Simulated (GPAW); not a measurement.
# GaAs (F-43m) in GPAW: settings compared, part 2 of 2

GPAW 26.7.0. Earlier steps stand in the parts before.

### 6 Equation of state, AM05

run.py reads:

```python
from ase.eos import EquationOfState
from ase.io import Trajectory
from ase.spacegroup import crystal
from ase.units import GPa
from gpaw import GPAW, PW, setup_paths

setup_paths.insert(0, '.')

# As 4c
# Ga 4a
atoms = crystal(['As', 'Ga'],
                basis=[[0.25, 0.25, 0.25],
                       [0.0, 0.0, 0.0]],
                spacegroup=216, setting=1,  # F-43m
                cellpar=[5.6537, 5.6537, 5.6537, 90.0, 90.0, 90.0],
                primitive_cell=True)

traj = Trajectory('eos.traj', 'w')
volumes, energies = [], []
for x in [0.94, 0.96, 0.98, 1.0, 1.02, 1.04, 1.06]:
    a = atoms.copy()
    a.set_cell(atoms.cell * x**(1 / 3), scale_atoms=True)
    calc = GPAW(mode=PW(600),
                xc='AM05',
                kpts={'size': (8, 8, 8), 'gamma': True},
                occupations={'name': 'fermi-dirac', 'width': 0.05},
                nbands=11,
                convergence={'density': 1e-05, 'energy': 1e-05},
                maxiter=150,
                txt=f'eos-{x:.2f}.txt')
    a.calc = calc
    energies.append(a.get_potential_energy(force_consistent=True))
    volumes.append(a.get_volume())
    p = -a.get_stress()[:3].mean() / GPa
    calc.write(f'eos-{x:.2f}.gpw')
    traj.write(a)
    print(f'{x:.2f} {volumes[-1]:10.4f} A^3 {energies[-1]:14.6f} eV {p:9.3f} GPa', flush=True)

v0, e0, B = EquationOfState(volumes, energies, eos='birchmurnaghan').fit()
print(f'V0 = {v0:.4f} A^3, E0 = {e0:.6f} eV, B0 = {B / GPa:.2f} GPa')
```

Potentials or basis: PAW data sets generated in the run's folder for this functional, pw.

Launch:

```console
gpaw-setup -f AM05 As Ga
OMP_NUM_THREADS=1 python run.py
```

Output:

```text
__  _  _
 | _ |_)|_||  |
 |__||  | ||/\| - 26.7.0

Input parameters:
  mode=PW(ecut=600.0),
  convergence={'density': 1e-05, 'energy': 1e-05},
  kpts=MonkhorstPack(size=(8, 8, 8), gamma=True),
  maxiter=150,
  nbands=11,
  occupations=Occupations(name='fermi-dirac', width=0.05),
  xc=XC(name='AM05')

Diagonalizing LCAO Hamiltonian
Converting LCAO to pw mode

           As

       Ga

Atoms  # Å, Bohr magnetons
|   | symbol |        x |        y |        z |    initial magnetic moments |
|---|--------|----------|----------|----------|-----------------------------|
| 0 |     As | 1.384571 | 1.384571 | 1.384571 | ( 0.0000,  0.0000,  0.0000) |
| 1 |     Ga | 0.000000 | 0.000000 | 0.000000 | ( 0.0000,  0.0000,  0.0000) |

Unit cell  # Å
| periodic |        x |        y |        z |  lengths |    angles |
|----------|----------|----------|----------|----------|-----------|
|      yes | 0.000000 | 2.769143 | 2.769143 | 3.916160 | 60.000000 |
|      yes | 2.769143 | 0.000000 | 2.769143 | 3.916160 | 60.000000 |
|      yes | 2.769143 | 2.769143 | 0.000000 | 3.916160 | 60.000000 |

Number of symmetries: 24
Symmetry operations  # r_c * U_cc + t_c -> r_c
|    | kind |            matrix            |
|----|------|------------------------------|
|  0 |  E   |  1, 0, 0,  0, 1, 0,  0, 0, 1 |
|  1 |  σ   |  1, 0, 0,  0, 0, 1,  0, 1, 0 |
|  2 |  σ   |  1, 0,-1,  0, 1,-1,  0, 0,-1 |
|  3 |  C3  |  1, 0,-1,  0, 0,-1,  0, 1,-1 |
|  4 |  C3  |  1,-1, 0,  0,-1, 1,  0,-1, 0 |
|  5 |  σ   |  1,-1, 0,  0,-1, 0,  0,-1, 1 |
|  6 |  σ   |  0, 1, 0,  1, 0, 0,  0, 0, 1 |
|  7 |  C3  |  0, 1, 0,  0, 0, 1,  1, 0, 0 |
[... 140 lines left out ...]

convergence criteria:
- Maximum integral of absolute [dens]ity change: 1e-05 electrons / valence electron
- Maximum [total energy] change in last 3 cyles: 1e-05 eV / valence electron
- Maximum integral of absolute [eigenst]ate change: 4e-08 eV^2 / valence electron
maximum number of iterations: 150

SCF iterations
|iter     | |      energy | eigst |  dens |
|---------|-|-------------|-------|-------|
|iter:   1| |   -8.586174 | -0.64 |       |
|iter:   2| |   -8.568857 | -3.05 | -0.90 |
|iter:   3| |   -8.489288 | -2.19 | -0.93 |
|iter:   4| |   -8.491145 | -3.56 | -1.53 |
|iter:   5| |   -8.491558 | -4.58 | -2.06 |
|iter:   6| |   -8.491585 | -5.86 | -2.75 |
|iter:   7| |   -8.491585c| -7.36 | -3.53 |
|iter:   8| |   -8.491585c| -8.42c| -4.09 |
|iter:   9| |   -8.491585c| -9.03c| -5.26c|

Converged in 9 steps
Energy contributions relative to reference atoms: (reference = -114236.859322)

Energy contributions:
  Kinetic:          34.717806
  Coulomb:         -30.365230
  Zero:              0.015898
  External:          0.000000
  Xc:              -12.860059
  Entropy:          -0.000000
  Spinorbit:         0.000000
  ----------------------------
  Free energy:      -8.491585
  Extrapolated:     -8.491585

dipole moment: (-17.686664, -17.686664, -17.686664)  # |e|*Ang

Fermi level: 6.053
Eigenvalues  # (at kpt = [0.000, 0.000, 0.000])
| band index |      eig [eV] | occ [0-2] |
|------------|---------------|-----------|
|          0 |        -7.657 |     2.000 |
|          1 |         5.503 |     2.000 |
|          2 |         5.503 |     2.000 |
|          3 |         5.503 |     2.000 |
|          4 |         6.556 |     0.000 |
|          5 |         9.272 |     0.000 |
|          6 |         9.272 |     0.000 |
|          7 |         9.272 |     0.000 |
|          8 |        13.350 |     0.000 |
|          9 |        15.726 |     0.000 |
|         10 |        15.741 |     0.000 |

Gap: 1.054 eV
Transition (v -> c):
  (s=0, k=0, n=3, [0.00, 0.00, 0.00]) -> (s=0, k=0, n=4, [0.00, 0.00, 0.00])
No difference between direct/indirect transitions

Stress tensor  # eV/Ang^3
|         x |         y |         z |
|-----------|-----------|-----------|
| -0.044075 | -0.000000 | -0.000000 |
| -0.000000 | -0.044075 |  0.000000 |
| -0.000000 |  0.000000 | -0.044075 |

# Writing to eos-0.94.gpw (mode='')
```

eos-0.98.txt:

```text
SCF iterations
|iter     | |      energy | eigst |  dens |
|---------|-|-------------|-------|-------|
|iter:   1| |   -8.639853 | -0.66 |       |
|iter:   2| |   -8.622990 | -3.06 | -0.90 |
|iter:   3| |   -8.547022 | -2.23 | -0.93 |
|iter:   4| |   -8.548512 | -3.66 | -1.53 |
|iter:   5| |   -8.548828 | -4.63 | -2.07 |
[... 35 lines left out ...]
|          9 |        15.175 |     0.000 |
|         10 |        15.175 |     0.000 |

Gap: 0.728 eV
Transition (v -> c):
  (s=0, k=0, n=3, [0.00, 0.00, 0.00]) -> (s=0, k=0, n=4, [0.00, 0.00, 0.00])
No difference between direct/indirect transitions

Stress tensor  # eV/Ang^3
|         x |         y |         z |
|-----------|-----------|-----------|
| -0.020091 |  0.000000 |  0.000000 |
|  0.000000 | -0.020091 |  0.000000 |
|  0.000000 |  0.000000 | -0.020091 |

# Writing to eos-0.98.gpw (mode='')
```

It took 62 s on 1 thread of AMD EPYC 7R13 (Zen 3), shared host; peak memory 0.24 GiB.

Results:

```yaml
Equilibrium_volume: 23.10 Å³/atom
Bulk_modulus: 69 GPa
Pressure_derivative_of_the_bulk_modulus: 4.8
```

Energy against volume, from the lowest point:
| volume (Å³/atom) | energy (meV/atom) |
| --- | --- |
| 21.234 | 37.85 |
| 21.686 | 20.83 |
| 22.138 | 9.22 |
| 22.590 | 2.45 |
| 23.041 | 0.00 |
| 23.493 | 1.41 |
| 23.945 | 6.23 |

Zero-point motion and thermal expansion aren't in these numbers.

### 7 Equation of state, C09-vdW

run.py reads:

```python
from ase.eos import EquationOfState
from ase.io import Trajectory, read
from ase.units import GPa
from gpaw import GPAW, PW

atoms = read('GaAs.cif')

traj = Trajectory('eos.traj', 'w')
volumes, energies = [], []
for x in [0.94, 0.96, 0.98, 1.0, 1.02, 1.04, 1.06]:
    a = atoms.copy()
    a.set_cell(atoms.cell * x**(1 / 3), scale_atoms=True)
    calc = GPAW(mode=PW(600),
                xc={'name': 'C09-vdW', 'backend': 'libvdwxc'},
                kpts={'size': (8, 8, 8), 'gamma': True},
                occupations={'name': 'fermi-dirac', 'width': 0.05},
                nbands=11,
                convergence={'density': 1e-05, 'energy': 1e-05},
                maxiter=150,
                txt=f'eos-{x:.2f}.txt')
    a.calc = calc
    energies.append(a.get_potential_energy(force_consistent=True))
    volumes.append(a.get_volume())
    calc.write(f'eos-{x:.2f}.gpw')
    traj.write(a)
    print(f'{x:.2f} {volumes[-1]:10.4f} A^3 {energies[-1]:14.6f} eV', flush=True)

v0, e0, B = EquationOfState(volumes, energies, eos='birchmurnaghan').fit()
print(f'V0 = {v0:.4f} A^3, E0 = {e0:.6f} eV, B0 = {B / GPa:.2f} GPa')
```

GaAs.cif reads:

```cif
data_GaAs
_cell_length_a 3.99776961
_cell_length_b 3.99776961
_cell_length_c 3.99776961
_cell_angle_alpha 60.00000000
_cell_angle_beta 60.00000000
_cell_angle_gamma 60.00000000
_space_group_name_H-M_alt 'P1'
_space_group_name_Hall 'P 1'
_space_group_IT_number 1
loop_
_space_group_symop_operation_xyz
'x,y,z'
loop_
_atom_site_label
_atom_site_type_symbol
_atom_site_symmetry_multiplicity
_atom_site_Wyckoff_symbol
_atom_site_fract_x
_atom_site_fract_y
_atom_site_fract_z
_atom_site_occupancy
As1 As 1 a 0.7500000000 0.7500000000 0.7500000000 1
Ga1 Ga 1 a 0.0000000000 0.0000000000 0.0000000000 1
```

Potentials or basis: GPAW PAW data sets (gpaw-data 1.2.1), pw.

Launch:

```console
OMP_NUM_THREADS=1 python run.py
```

Run time: 87 s. Hardware: 1 thread of AMD EPYC 7R13 (Zen 3), shared host; peak memory 0.28 GiB.

Results (log left out):

| Property | Result |
| --- | --- |
| Equilibrium volume | 23.23 Å³/atom |
| Bulk modulus | 69 GPa |
| Pressure derivative of the bulk modulus | 5.3 (rough: it moves with the points fitted) |

Energy against volume, from the lowest point:
```
volume (Å³/atom)  energy (meV/atom)
          21.234              43.98
          21.686              25.11
          22.138              11.86
          22.590               3.67
          23.041               0.00
          23.493               0.37
          23.945               4.07
```

Caveat: the PAW data sets were made with another functional, which shifts forces and pressure a little.

### 8 The runs side by side

```tsv
task	level	potentials or basis	spin	band path	band points	data set	spin axis theta (degrees)	spin axis phi (degrees)	gap on the mesh (eV)	pressure (GPa)	V0 of scaled cells (Å³/atom)	B0 (GPa)
band structure	LDA	JTH PAW 2.0, LDA, pw	off	GXWKGLUWLK,UX	100	As jth, Ga jth	-	-	0.28	-2.0	-	-
band structure	LDA	PAW data sets generated in the run's folder for this functional, pw	off	GXWKGLUWLK,UX	100	-	-	-	0.36	-0.9	-	-
band structure	PBE	GPAW PAW data sets (gpaw-data 1.2.1), pw	SOC, no magnetisation	GXWKGLUWLK,UX	100	-	54.7	45	0.47	4.3	-	-
equation of state	AM05	PAW data sets generated in the run's folder for this functional, pw	off	-	-	-	-	-	-	-	23.10	69
equation of state	C09-vdW	GPAW PAW data sets (gpaw-data 1.2.1), pw	off	-	-	-	-	-	-	-	23.23	69
```

Alike in all rows: cell as given; k mesh 8 × 8 × 8; cutoff (eV) 600; smearing fermi-dirac 0.05 eV.

Caveats: the program truncates these outside data sets (some runs); spin-orbit coupling was added after a scalar SCF, so levels and gaps hold it while energy, forces, pressure and moments don't (some runs); this program's spin-orbit splittings come out too wide for heavy elements (some runs); the PAW data sets were made with another functional, which shifts forces and pressure a little (some runs).

Absolute energies hang on the potentials; compare differences alone.

### 9 Against experiment

Step 2. Against the measured gap of GaAs, 1.418 eV (direct; 300 K; “Evidence of valence band perturbations in GaAsN/GaAs(001): A combined variable-angle spectroscopic ellipsometry and modulated photoreflectance investigation”, 2008, arxiv:0805.2212), the calculated 0.28 eV is off by -1.14 eV. So large a miss can be the level of theory's own, or it may mean another phase, state or a wrong row. 3 values of this kind are on record (1.412 to 1.51 eV); this one was drawn at random among those near their median, those with a stated uncertainty first. Spin-orbit coupling on As, Ga is left out. The value is that of LDA, without temperature or zero-point motion. Semilocal functionals fall short of measured gaps as a rule.

Step 4. Measured gap of GaAs: 1.412 eV (direct; 300 K; “Evidence of valence band perturbations in GaAsN/GaAs(001): A combined variable-angle spectroscopic ellipsometry and modulated photoreflectance investigation”, 2008, arxiv:0805.2212). This calculation gives 0.36 eV (-1.05 eV). So large a miss can be the level of theory's own, or it may mean another phase, state or a wrong row. 3 values of this kind are on record (1.412 to 1.51 eV); this one was drawn at random among those near their median, those with a stated uncertainty first. Spin-orbit coupling on As, Ga is left out. The value is that of LDA, without temperature or zero-point motion. Semilocal functionals fall short of measured gaps as a rule.

Step 5. Measured gap of GaAs: 1.418 eV (direct; 300 K; “Evidence of valence band perturbations in GaAsN/GaAs(001): A combined variable-angle spectroscopic ellipsometry and modulated photoreflectance investigation”, 2008, arxiv:0805.2212). This calculation gives 0.47 eV (-0.95 eV). 3 values of this kind are on record (1.412 to 1.51 eV); this one was drawn at random among those near their median, those with a stated uncertainty first. The value is that of PBE, without temperature or zero-point motion. Semilocal functionals fall short of measured gaps as a rule.
